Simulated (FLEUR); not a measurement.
# La (Im-3m) in FLEUR: notebook

Runs on La. Level: PBE. Tasks: band structure.

Program: FLEUR MaX-R8.1 (later development tree). These are calculated values, not measurements. Logs are shortened: lines on timing, memory, paths and dates and some standing lists are left out, and cuts for length are marked.

## (1) The structure

Symmetry: Im-3m, No. 229, cubic system. Conventional cell: a = 4.248 Å, b = 4.248 Å, c = 4.248 Å, α = 90.00°, β = 90.00°, γ = 90.00°. Around La (site symmetry m-3m) lie 8 La at 3.68 Å.

This isn't the form of La at room conditions, which is double hcp.

## (2) Band structure, PBE

The input, inp.xml:

```xml
<?xml version="1.0" encoding="UTF-8" standalone="no"?>
<fleurInput fleurInputVersion="0.39">
   <comment>
      La                                                                                                  
   </comment>
   <calculationSetup>
      <cutoffs Kmax="4.1" Gmax="12.7" GmaxXC="12.7" numbands="0"/>
      <scfLoop itmax="60" minDistance="0.00001" maxIterBroyd="15" imix="Anderson" alpha="0.05" precondParam="0.0" spinf="2.0" sdNocoIR="T"/>
      <coreElectrons ctail="T" frcor="F" kcrel="0" coretail_lmax="0"/>
      <xcFunctional name="pbe" relativisticCorrections="F"/>
      <magnetism jspins="1"/>
      <soc l_soc="F" theta="0.0" phi="0.0" spav="F"/>
      <expertModes spex="0" secvar="F"/>
      <geometryOptimization l_f="F" forcealpha="1.0" forcemix="BFGS" epsdisp="0.00001" epsforce="0.00001"/>
      <ldaU l_linMix="F" mixParam="0.05" spinf="1.0"/>
   </calculationSetup>
   <cell>
      <bzIntegration valenceElectrons="11.0" mode="hist" fermiSmearingEnergy="0.00183747">
         <kPointListSelection listName="default-1"/>
         <!-- k-points included here -->
         <xi:include xmlns:xi="http://www.w3.org/2001/XInclude" href="kpts.xml"> </xi:include>
      </bzIntegration>
      <!-- symmetry operations included here -->
      <xi:include xmlns:xi="http://www.w3.org/2001/XInclude" href="sym.xml"> </xi:include>
      <bulkLattice scale="1.0">
         <bravaisMatrix>
            <row-1>   -4.0134590591058972     4.0134590591058972     4.0134590591058972</row-1>
            <row-2>    4.0134590591058972    -4.0134590591058972     4.0134590591058972</row-2>
            <row-3>    4.0134590591058972     4.0134590591058972    -4.0134590591058972</row-3>
         </bravaisMatrix>
      </bulkLattice>
   </cell>
   <atomSpecies>
      <species name="Lanthanum (La)" element="La" atomicNumber="57">
         <mtSphere radius="2.66" gridPoints="879" logIncrement="0.015"/>
         <atomicCutoffs lmax="11" lnonsphr="8"/>
         <electronConfig flipSpins="F">
            <coreConfig>(1s1/2) (2s1/2) (2p1/2) (2p3/2) (3s1/2) (3p1/2) (3p3/2) (4s1/2) (3d3/2) (3d5/2) (4p1/2) (4p3/2) (4d3/2) (4d5/2)</coreConfig>
            <valenceConfig>(5s1/2) (5p1/2) (5p3/2) (6s1/2) (5d3/2) (5d5/2)</valenceConfig>
            <stateOccupation state="(5d3/2)" spinUp="0.200000" spinDown="0.200000"/>
            <stateOccupation state="(5d5/2)" spinUp="0.300000" spinDown="0.300000"/>
         </electronConfig>
         <energyParameters s="6" p="5" d="5" f="4"/>
         <lo type="SCLO" l="0" n="5" eDeriv="0"/>
         <lo type="HELO" l="1" n="6" eDeriv="0"/>
         <lo type="HELO" l="1" n="6" eDeriv="1"/>
         <lo type="SCLO" l="2" n="5" eDeriv="2"/>
         <lo type="SCLO" l="3" n="4" eDeriv="2"/>
      </species>
   </atomSpecies>
   <atomGroups>
      <atomGroup species="Lanthanum (La)">
         <relPos label="                   1">.0000000000 .0000000000 .0000000000</relPos>
         <force calculate="T" relaxXYZ="TTT"/>
      </atomGroup>
   </atomGroups>
   <output dos="F" band="F" slice="F">
      <checks vchk="F" cdinf="F"/>
      <bandDOS minEnergy="-.5*Htr" maxEnergy="0.5*Htr" sigma="0.015" storeEVData="T"/>
      <vacuumDOS vacdos="F" integ="F" star="F" nstars="0" locx1="0.0" locy1="0.0" locx2="0.0" locy2="0.0" nstm="0" tworkf="0.0"/>
      <unfoldingBand unfoldBand="F" supercellX="1" supercellY="1" supercellZ="1"/>
      <plotting iplot="0" polar="F">
         <plot TwoD="T" vec1="  1.0  0.0  0.0" vec2="  0.0  1.0  0.0" vec3="  0.0  0.0  1.0" zero="  0.0  0.0  0.0" file="plot"/>
      </plotting>
      <chargeDensitySlicing numkpt="0" minEigenval="0.0" maxEigenval="0.0" nnne="0" pallst="F"/>
      <specialOutput eonly="F"/>
      <moessbauerParams electricFieldGradient="T" isomerShift="T" coreHyperfine="T" valenceHyperfine="T"/>
      <magneticCircularDichroism mcd="F" energyLo="-10.0" energyUp="0.0"/>
   </output>
  <!-- We include the file relax.xml here to enable relaxations (see documentation) -->
  <xi:include xmlns:xi="http://www.w3.org/2001/XInclude" href="relax.xml"> <xi:fallback/> </xi:include>
</fleurInput>
```

The input, crystal.txt:

```
La
&input cartesian=F /
-2.1238310710  2.1238310710  2.1238310710
2.1238310710  -2.1238310710  2.1238310710
2.1238310710  2.1238310710  -2.1238310710
1.8897261246
1.0 1.0 1.0

1
57 0.0000000000  0.0000000000  0.0000000000

&kpt div1=9 div2=9 div3=9 gamma=T /
```

The input, inp.xml (bands):

```
<?xml version="1.0" encoding="UTF-8" standalone="no"?>
<fleurInput fleurInputVersion="0.39">
   <comment>
      La                                                                                                  
   </comment>
   <calculationSetup>
      <cutoffs Kmax="4.1" Gmax="12.7" GmaxXC="12.7" numbands="0"/>
      <scfLoop itmax="60" minDistance="0.00001" maxIterBroyd="15" imix="Anderson" alpha="0.05" precondParam="0.0" spinf="2.0" sdNocoIR="T"/>
      <coreElectrons ctail="T" frcor="F" kcrel="0" coretail_lmax="0"/>
      <xcFunctional name="pbe" relativisticCorrections="F"/>
      <magnetism jspins="1"/>
      <soc l_soc="F" theta="0.0" phi="0.0" spav="F"/>
      <expertModes spex="0" secvar="F"/>
      <geometryOptimization l_f="F" forcealpha="1.0" forcemix="BFGS" epsdisp="0.00001" epsforce="0.00001"/>
      <ldaU l_linMix="F" mixParam="0.05" spinf="1.0"/>
   </calculationSetup>
   <cell>
      <bzIntegration valenceElectrons="11.0" mode="hist" fermiSmearingEnergy="0.00183747">
         <kPointListSelection listName="path-1"/>
         <!-- k-points included here -->
         <xi:include xmlns:xi="http://www.w3.org/2001/XInclude" href="kpts.xml"> </xi:include>
      </bzIntegration>
      <!-- symmetry operations included here -->
      <xi:include xmlns:xi="http://www.w3.org/2001/XInclude" href="sym.xml"> </xi:include>
      <bulkLattice scale="1.0">
         <bravaisMatrix>
            <row-1>   -4.0134590591058972     4.0134590591058972     4.0134590591058972</row-1>
            <row-2>    4.0134590591058972    -4.0134590591058972     4.0134590591058972</row-2>
            <row-3>    4.0134590591058972     4.0134590591058972    -4.0134590591058972</row-3>
         </bravaisMatrix>
      </bulkLattice>
   </cell>
   <atomSpecies>
      <species name="Lanthanum (La)" element="La" atomicNumber="57">
         <mtSphere radius="2.66" gridPoints="879" logIncrement="0.015"/>
         <atomicCutoffs lmax="11" lnonsphr="8"/>
         <electronConfig flipSpins="F">
            <coreConfig>(1s1/2) (2s1/2) (2p1/2) (2p3/2) (3s1/2) (3p1/2) (3p3/2) (4s1/2) (3d3/2) (3d5/2) (4p1/2) (4p3/2) (4d3/2) (4d5/2)</coreConfig>
            <valenceConfig>(5s1/2) (5p1/2) (5p3/2) (6s1/2) (5d3/2) (5d5/2)</valenceConfig>
            <stateOccupation state="(5d3/2)" spinUp="0.200000" spinDown="0.200000"/>
            <stateOccupation state="(5d5/2)" spinUp="0.300000" spinDown="0.300000"/>
         </electronConfig>
         <energyParameters s="6" p="5" d="5" f="4"/>
         <lo type="SCLO" l="0" n="5" eDeriv="0"/>
         <lo type="HELO" l="1" n="6" eDeriv="0"/>
         <lo type="HELO" l="1" n="6" eDeriv="1"/>
         <lo type="SCLO" l="2" n="5" eDeriv="2"/>
         <lo type="SCLO" l="3" n="4" eDeriv="2"/>
      </species>
   </atomSpecies>
   <atomGroups>
      <atomGroup species="Lanthanum (La)">
         <relPos label="                   1">.0000000000 .0000000000 .0000000000</relPos>
         <force calculate="T" relaxXYZ="TTT"/>
      </atomGroup>
   </atomGroups>
   <output dos="F" band="T" slice="F">
      <checks vchk="F" cdinf="F"/>
      <bandDOS minEnergy="-.5*Htr" maxEnergy="0.5*Htr" sigma="0.015" storeEVData="T"/>
      <vacuumDOS vacdos="F" integ="F" star="F" nstars="0" locx1="0.0" locy1="0.0" locx2="0.0" locy2="0.0" nstm="0" tworkf="0.0"/>
      <unfoldingBand unfoldBand="F" supercellX="1" supercellY="1" supercellZ="1"/>
      <plotting iplot="0" polar="F">
         <plot TwoD="T" vec1="  1.0  0.0  0.0" vec2="  0.0  1.0  0.0" vec3="  0.0  0.0  1.0" zero="  0.0  0.0  0.0" file="plot"/>
      </plotting>
      <chargeDensitySlicing numkpt="0" minEigenval="0.0" maxEigenval="0.0" nnne="0" pallst="F"/>
      <specialOutput eonly="F"/>
      <moessbauerParams electricFieldGradient="T" isomerShift="T" coreHyperfine="T" valenceHyperfine="T"/>
      <magneticCircularDichroism mcd="F" energyLo="-10.0" energyUp="0.0"/>
   </output>
  <!-- We include the file relax.xml here to enable relaxations (see documentation) -->
  <xi:include xmlns:xi="http://www.w3.org/2001/XInclude" href="relax.xml"> <xi:fallback/> </xi:include>
</fleurInput>
```

Potentials or basis: all-electron, FLAPW.

Command:

```sh
$ inpgen -f crystal.txt -profile fastHighL
$ # inp.xml edited to the form shown
$ fleur_MPI
$ fleur_MPI   # second run, on inp.xml (bands)
```

The program printed:

```text
Welcome to FLEUR        (www.flapw.de)
      MaX-Release 8.1          (www.max-centre.eu)

 ========== k-point set info ==========
 Selected k-point list: default-1
 k-point list type: mesh
 9 x 9 x 9
 Number of k points: 35

 ------------Calculation Setup---------------------------
 Number of MPI-tasks      :            1
 Number of PE/node        :            1
 Number of OMP-threads    :            1
 Most efficient MPI parallelization for:
           1           5           7          35
 Additional eigenvalue parallelization possible
 Number of basis functions:          356
 Approximate size of matrices (H+S) per k-point:         0.002 GB
 --------------------------------------------------------
 Iteration:     1   Distance:       3.57700955 me/bohr^3
 Iteration:     2   Distance:       3.38637610 me/bohr^3
 Iteration:     3   Distance:       0.70853777 me/bohr^3
 Iteration:     4   Distance:       0.31334800 me/bohr^3
 Iteration:     5   Distance:       0.23900967 me/bohr^3
 Iteration:     6   Distance:       0.02616333 me/bohr^3
 Iteration:     7   Distance:       0.02634904 me/bohr^3
 Iteration:     8   Distance:       0.00208689 me/bohr^3
 Iteration:     9   Distance:       0.00027282 me/bohr^3
 Iteration:    10   Distance:       0.00018253 me/bohr^3
 Iteration:    11   Distance:       0.00000547 me/bohr^3

 ********************************************************************
 Run finished successfully
 Stop message:
   all done
 ********************************************************************
```

output (bands):

```text
Welcome to FLEUR        (www.flapw.de)
      MaX-Release 8.1          (www.max-centre.eu)

 ========== k-point set info ==========
 Selected k-point list: path-1
 k-point list type: path
 Number of k points: 60

 ------------Calculation Setup---------------------------
 Number of MPI-tasks      :            1
 Number of PE/node        :            1
 Number of OMP-threads    :            1
 Most efficient MPI parallelization for:
           1           2           3           4           5           6          10          12          15          20          30          60
 Additional eigenvalue parallelization possible
 Number of basis functions:          356
 Approximate size of matrices (H+S) per k-point:         0.002 GB
 --------------------------------------------------------
 Fermi energy correction for metals:
 Fermi energy in bands.* files may not be consistent with last density.
 Please correct it manually (e.g. in band.gnu file).

 Note: Band structure data (together with different weights) is also stored in the banddos.hdf file.
       A convenient way of extracting and plotting the data from that file is by making use of the

 ********************************************************************
 Run finished successfully
 Stop message:
   Charge density postprocessing done.
 ********************************************************************
```

out.xml (last iteration):

```text
<iteration numberForCurrentRun="   11" overallNumber="   11">
         <energyParameters units="Htr">
            <atomicEP atomType="1" spin="1" branch="6s" branchLowest="-0.69" branchHighest="2.99" value="0.2751373891"/>
            <atomicEP atomType="1" spin="1" branch="5p" branchLowest="-6.73" branchHighest="0.04" value="-0.2189690556"/>
            <atomicEP atomType="1" spin="1" branch="5d" branchLowest="-3.20" branchHighest="1.20" value="0.3579399094"/>
            <atomicEP atomType="1" spin="1" branch="4f" branchLowest="-9.99" branchHighest="0.50" value="0.4352846316"/>
            <loAtomicEP atomType="1" spin="1" branch="5s" branchLowest="-9.17" branchHighest="-0.69" value="-0.8353964694"/>
            <heloAtomicEP atomType="1" spin="1" branch="6p" branchLowest="2.47" branchHighest="2.47" value="2.4695047054"/>
            <heloAtomicEP atomType="1" spin="1" branch="6p" branchLowest="2.47" branchHighest="2.47" value="2.4695047054"/>
            <loAtomicEP atomType="1" spin="1" branch="5d" branchLowest="-3.20" branchHighest="1.20" value="0.3567786501"/>
            <loAtomicEP atomType="1" spin="1" branch="4f" branchLowest="-9.99" branchHighest="0.50" value="0.4322979439"/>
         </energyParameters>
         <eigenvalues>
            <eigenvaluesAt spin="1" ikpt="1" k_x="0.00000000" k_y="0.00000000" k_z="0.00000000">
                      -0.8393765358       -0.2150668390       -0.2150668390       -0.2150668390        0.2520236371
                       0.4226227259        0.4226227259        0.4226227259        0.4240983518
            </eigenvaluesAt>
            <eigenvaluesAt spin="1" ikpt="2" k_x="0.00000000" k_y="0.00000000" k_z="0.11111111">
                      -0.8386013350       -0.2211469435       -0.2168559988       -0.2151374339        0.2654858807
                       0.4068180135        0.4072196179        0.4222298324        0.4275827678
            </eigenvaluesAt>
            <eigenvaluesAt spin="1" ikpt="3" k_x="0.00000000" k_y="0.00000000" k_z="0.22222222">
                      -0.8366157561       -0.2356386823       -0.2212746772       -0.2153210092        0.2955934212
                       0.3890808180        0.3920377104        0.4217381383        0.4314521316
            </eigenvaluesAt>
            <eigenvaluesAt spin="1" ikpt="4" k_x="0.00000000" k_y="0.00000000" k_z="0.33333333">
                      -0.8343168907       -0.2508371562       -0.2261182266       -0.2155382080        0.3101780988
                       0.3739668388        0.4047785620        0.4220441161        0.4333062673
[... 26 lines left out ...]
            <state n="4" l="2" j="2.5" energy="-3.1596868638" weight="3.0000000000"/>
         </coreStates>
         <allElectronCharges>
            <spinDependentCharge spin="1" total="57.0000000" interstitial="2.7003588" mtSpheres="54.2996412"/>
            <totalCharge value="56.9999999951"/>
         </allElectronCharges>
         <moessbauerParams unitsHFF="kG" unitsIS="e/bohr^3" unitsEFG="Htr/bohr^2">
            <coreIsomerShift atomType="1" isTotal="360070.35587">
               <shell n="1" l="0" isomerShift="310338.23970"/>
               <shell n="2" l="0" isomerShift="38437.77077"/>
               <shell n="2" l="1" isomerShift="1251.90349"/>
               <shell n="3" l="0" isomerShift="7892.19044"/>
               <shell n="3" l="1" isomerShift="281.26578"/>
               <shell n="4" l="0" isomerShift="1807.30622"/>
               <shell n="3" l="2" isomerShift="0.00007"/>
               <shell n="4" l="1" isomerShift="61.67939"/>
               <shell n="4" l="2" isomerShift="0.00002"/>
            </coreIsomerShift>
            <isomerShift atomType="1" nucleusRadius="0.0001223" averageDensity="360406.13799"/>
            <electricFieldGradient atomType="1" VXX="0.00000" VYY="0.00000" VZZ="0.00000" asymParam="0.00000">
            </electricFieldGradient>
         </moessbauerParams>
         <totalEnergy                                    value="    -8497.6579765190" units="Htr">
            <sumOfEigenvalues                            value="    -5239.5175057961">
               <coreElectrons value="-5237.4557263535"/>
               <valenceElectrons value="-2.0617794426"/>
            </sumOfEigenvalues>
            <densityCoulombPotentialIntegral value="-14067.0470670722"/>
            <densityEffectivePotentialIntegral value="-14333.6489040678"/>
            <chargeDenXCDenIntegral value="-204.1393070991"/>
            <FockExchangeEnergyValence value="0.0000000000"/>
            <FockExchangeEnergyCore value="0.0000000000"/>
            <atomTypeDependentContributions atomType="1">
               <electronNucleiInteractionDifferentMTs value="10318.6987902523"/>
               <MadelungTerm value="-35.4277439032"/>
            </atomTypeDependentContributions>
            <tkbTimesEntropy value="0.0009888355"/>
            <freeEnergy value="-8497.6589653545"/>
            <extrapolationTo0K value="-8497.6584709368"/>
         </totalEnergy>
         <densityConvergence units="me/bohr^3">
            <chargeDensity spin="1" distance="0.0000054725"/>
         </densityConvergence>
      </iteration>
```

Run time: 18 s. Hardware: 1 thread of Arm Neoverse V1, shared host; peak memory 0.07 GiB.

Results:

```yaml
Free_energy: -231233.0803 eV
Band_gap_along_the_path: none (metal or under the smearing width)
Valence_electrons_inside_the_program's_atomic_spheres: La 8.30 (radii La 2.66 bohr)
```

Levels at the corners of the path, in eV from the Fermi level:
| point | band 1 | band 2 | band 3 | band 4 | band 5 | band 6 | band 7 | band 8 | band 9 |
| --- | --- | --- | --- | --- | --- | --- | --- | --- | --- |
| Γ | -32.93 | -15.94 | -15.94 | -15.94 | -3.23 | 1.41 | 1.41 | 1.41 | 1.45 |
| H | -32.61 | -16.79 | -16.79 | -16.79 | -1.80 | -1.80 | 1.54 | 1.69 | 1.69 |
| N | -32.74 | -17.20 | -16.33 | -15.96 | -1.78 | -0.17 | 1.42 | 1.49 | 1.73 |
| Γ | -32.93 | -15.94 | -15.94 | -15.94 | -3.23 | 1.41 | 1.41 | 1.41 | 1.45 |
| P | -32.73 | -16.60 | -16.60 | -16.60 | 0.39 | 0.39 | 0.39 | 1.66 | 1.87 |
| H | -32.61 | -16.79 | -16.79 | -16.79 | -1.80 | -1.80 | 1.54 | 1.69 | 1.69 |
| P | -32.73 | -16.60 | -16.60 | -16.60 | 0.39 | 0.39 | 0.39 | 1.66 | 1.87 |
| N | -32.74 | -17.20 | -16.33 | -15.96 | -1.78 | -0.17 | 1.42 | 1.49 | 1.73 |

Core levels (eV from the Fermi level):
```csv
atom,levels
1 La,"1s1/2 -38713.5, 2s1/2 -6154.8, 2p1/2 -5804.0, 2p3/2 -5390.9, 3s1/2 -1311.3, 3p1/2 -1163.5, 3p3/2 -1082.9, 4s1/2 -259.7, 3d3/2 -824.1, 3d5/2 -806.9, 4p1/2 -205.3, 4p3/2 -188.2, 4d3/2 -99.0, 4d5/2 -96.1"
```

Caveat: spin-orbit coupling is left out, which moves the levels of the heavy elements.

## (3) Band structure, PBE, spin-orbit coupling, no magnetisation

inp.xml: that of step 2 with these lines changed.

```diff
@@ -6,3 +6,3 @@
    <calculationSetup>
-      <cutoffs Kmax="4.1" Gmax="12.7" GmaxXC="12.7" numbands="0"/>
+      <cutoffs Kmax="4.1" Gmax="12.7" GmaxXC="12.7" numbands="all"/>
       <scfLoop itmax="60" minDistance="0.00001" maxIterBroyd="15" imix="Anderson" alpha="0.05" precondParam="0.0" spinf="2.0" sdNocoIR="T"/>
@@ -11,3 +11,3 @@
       <magnetism jspins="1"/>
-      <soc l_soc="F" theta="0.0" phi="0.0" spav="F"/>
+      <soc l_soc="T" theta="0.0" phi="0.0" spav="F"/>
       <expertModes spex="0" secvar="F"/>
```

crystal.txt: that of step 2 with these lines changed.

```diff
@@ -11,2 +11,3 @@
 
-&kpt div1=9 div2=9 div3=9 gamma=T /
+&soc 0.0 0.0 /
+&kpt div1=7 div2=7 div3=7 gamma=T /
```

inp.xml (bands): that of step 2 with these lines changed.

```diff
@@ -6,3 +6,3 @@
    <calculationSetup>
-      <cutoffs Kmax="4.1" Gmax="12.7" GmaxXC="12.7" numbands="0"/>
+      <cutoffs Kmax="4.1" Gmax="12.7" GmaxXC="12.7" numbands="all"/>
       <scfLoop itmax="60" minDistance="0.00001" maxIterBroyd="15" imix="Anderson" alpha="0.05" precondParam="0.0" spinf="2.0" sdNocoIR="T"/>
@@ -11,3 +11,3 @@
       <magnetism jspins="1"/>
-      <soc l_soc="F" theta="0.0" phi="0.0" spav="F"/>
+      <soc l_soc="T" theta="0.0" phi="0.0" spav="F"/>
       <expertModes spex="0" secvar="F"/>
```

Potentials or basis: all-electron, FLAPW.

Command:

```sh
$ inpgen -f crystal.txt -profile fastHighL
$ # inp.xml edited to the form shown
$ fleur_MPI
$ fleur_MPI   # second run, on inp.xml (bands)
```

Run time: 12 min. Hardware: 1 thread of Arm Neoverse V1, shared host; peak memory 0.29 GiB.

Results (log left out):

| Quantity | Value |
| --- | --- |
| Free energy | -231233.4105 eV |
| Band gap along the path | none (metal or under the smearing width) |
| Valence electrons inside the program's atomic spheres | La 8.30 (radii La 2.66 bohr) |

Levels at the corners of the path, in eV from the Fermi level:
```tsv
point	band 8	band 9	band 10	band 11	band 12	band 13
Γ	-15.17	-3.24	-3.24	1.35	1.35	1.39
H	-16.10	-1.81	-1.81	-1.81	-1.81	1.50
N	-15.36	-1.78	-1.78	-0.18	-0.18	1.38
Γ	-15.17	-3.24	-3.24	1.35	1.35	1.39
P	-15.90	0.19	0.19	0.48	0.48	0.48
H	-16.10	-1.81	-1.81	-1.81	-1.81	1.50
P	-15.90	0.19	0.19	0.48	0.48	0.48
N	-15.36	-1.78	-1.78	-0.18	-0.18	1.38
```

Core levels (eV from the Fermi level):
```tsv
atom	levels
1 La	1s1/2 -38713.5, 2s1/2 -6154.8, 2p1/2 -5804.0, 2p3/2 -5390.9, 3s1/2 -1311.3, 3p1/2 -1163.5, 3p3/2 -1083.0, 4s1/2 -259.7, 3d3/2 -824.1, 3d5/2 -806.9, 4p1/2 -205.3, 4p3/2 -188.2, 4d3/2 -99.1, 4d5/2 -96.1
```
